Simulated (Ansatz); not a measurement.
# ⁷⁵As nuclear quadrupole resonance in BAs under strain

Cell: a COD entry, relaxed with PBE at fixed cell and then changed (z stretched by 3 %, ions relaxed).

```
B As
1.0
     0.00000    2.38850    2.46015
     2.38850    0.00000    2.46015
     2.38850    2.38850    0.00000
B As
1 1
Direct
  0.00000 0.00000 0.00000
  0.25000 0.25000 0.25000
```

Atoms are numbered from 1 in the order listed; like atoms form one site, named after its first atom.

Method: Kohn–Sham DFT in Ansatz, PBE, plane waves and PAW, scalar-relativistic, 420 eV cutoff, Γ-centred 16×16×16 k-points, Fermi–Dirac smearing 0.02 eV.

⁷⁵As: I = 3/2, Q = 311.0 mb (year-2017 value). Static lattice, zero field.

Task: At which frequencies do the ⁷⁵As NQR lines lie?

Result: For I = 3/2 there is one line, ν = (|C_Q|/2)(1 + η²/3)^½.

| site | atoms | V_zz (10²¹ V/m²) | C_Q (MHz) | η | line frequencies (MHz) |
| --- | --- | --- | --- | --- | --- |
| As | 2 | 0.36 | 2.69 | 0.00 | 1.35 |

An axis of threefold or higher order runs through As, so V_zz lies along it and η is zero.

The relaxation (1 step) took 13 s of wall time (12 s of CPU time) and 0.52 GiB at its peak, on 1 thread of Intel Xeon 6975P-C (Granite Rapids) (x86_64; 16 cores open to the job, memory cap 3.0 GiB, no GPU), a shared host with a load of 1.7 a core.
